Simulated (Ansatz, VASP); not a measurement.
One calculation of Hf, two programs

INCAR

```
SYSTEM = Hf
ALGO = Normal ; EDIFF = 1E-6
EDIFFG = -0.01 ; ENCUT = 600
GGA = PE ; IBRION = 2
ISIF = 3 ; ISMEAR = -1
LASPH = .TRUE. ; LCHARG = .FALSE.
LREAL = .FALSE. ; LWAVE = .FALSE.
NELM = 60 ; NSW = 60
PREC = Accurate ; PSTRESS = 0
SIGMA = 0.05
```

Contents of KPOINTS:

```
k-points
0
G
  9 9 6
  0 0 0
```

Contents of POSCAR:

```
Hf
1.0
    0.0000000000     -2.2200000000     -2.2200000000
    0.0000000000      2.2200000000     -2.2200000000
    4.4400000000      0.0000000000      0.0000000000
Hf
2
Direct
    0.5138198400      0.4808622700      0.5061421700
    0.9861801600      0.0191377300      0.9938578300
```

The input input.yaml:

```yaml
crystal:
  lattice:
    - [0.0, -2.22, -2.22]
    - [0.0, 2.22, -2.22]
    - [4.44, 0.0, 0.0]
  atoms:
    - { symbol: Hf, position: [0.51381984, 0.48086227, 0.50614217] }
    - { symbol: Hf, position: [0.98618016, 0.01913773, 0.99385783] }
hamiltonian:
  xc: pbe
  pseudopotentials: { kind: paw }
kpoints:
  mp_grid: { grid: [9, 9, 6] }
scf:
  occupations: { method: fermi_dirac, width: 0.05 }
output:
  forces: true
  stress: true
  eigenvalues: true
  write_density: true
  write_potential: true
  elf: true
  volumetric_format: npy
relax:
  f_tol: 0.01
  max_steps: 40
  cell: { stress_tol: 0.05 }
```

Change from the starting cell: pressure_gpa = 0; all atoms moved at random, sigma 0.1 Å a component.

Alike in both runs: task relaxation of cell and atoms; functional PBE; k mesh 9 × 9 × 6; occupations fermi-dirac, width 0.05 eV; no spin polarisation.

|  | VASP | Ansatz |
| --- | --- | --- |
| version | VASP 6.6.1 | Ansatz 0.2.0 |
| potentials or method | VASP PAW PBE potentials, release 64 (Hf_pv) | Ansatz PAW |
| plane-wave cutoff (eV) | 600 | 420 |
| valence electrons in the cell | 20 | 52 |

|  | VASP | Ansatz | Ansatz less VASP |
| --- | --- | --- | --- |
| gap on the k mesh at the Fermi level, each at its own relaxed structure (eV) | none | none | - |
| relaxed volume (Å³/atom) | 22.52 | 22.62 | +0.096 |
| relaxed cell length with the largest relative difference (Å) | 4.437 | 4.445 | +0.0080 |
| energy change over the relaxation (meV/atom) | -27 | -29 | -2.2 |

A gap of «none» marks a metal or a gap that the smearing closes. The two sets of potentials don't hold the same shells in valence.

Caveats: the plane-wave basis is chosen anew once the cell has moved, so the energies of steps on either side of that aren't comparable (Ansatz). Spin-orbit coupling is left out, which matters for the levels of Hf. Zero-point motion and thermal expansion aren't in these numbers. PBE usually gives volumes a little too large and moduli too small.
